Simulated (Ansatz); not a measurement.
## S on a Zn site in ZnS

These are results of Ansatz, DFT PBE, scalar-relativistic, plane waves, PAW, not measurements. (420 eV cutoff, 2×2×2 k-mesh, Gaussian smearing of 0.01 eV, no spin polarisation)

Host crystal, relaxed:

```
Zn S
1.0
     1.92366    1.11062   12.59321
    -1.92366    1.11062   12.59321
     0.00000   -2.22125   12.59321
Zn S
4 4
Direct
  0.58336 0.58336 0.58336
  0.99990 0.99990 0.99990
  0.41656 0.41656 0.41656
  0.16669 0.16669 0.16669
  0.35407 0.35407 0.35407
  0.10418 0.10418 0.10418
  0.52096 0.52096 0.52096
  0.93751 0.93751 0.93751
```

Supercell of 32 atoms, rows in host cell vectors: 2 0 -2; 0 2 -2; 1 1 -1. Atoms relax at the host's cell from a start displaced at random by 0.05 Å near the defect, so other minima may exist. The cell is small, so energies carry finite-size errors of tenths of an eV. The host's Kohn–Sham gap is 2.04 eV. Atoms are taken from and returned to the elements' standard states.

Defect: S on a Zn site at (0.583, 0.583, 0.583) of the host cell.

Q: What is the formation energy of the neutral defect?

A: 3.79 eV.

Q: Does the neutral defect carry a moment, and how do its surroundings relax?

A: The neutral run had no spin polarisation, so a moment wasn't tested. The nearest neighbours before are 4 S at 2.36 Å; after relaxation the atoms near the site are 3 S at 2.36 Å; the largest move is 0.79 Å.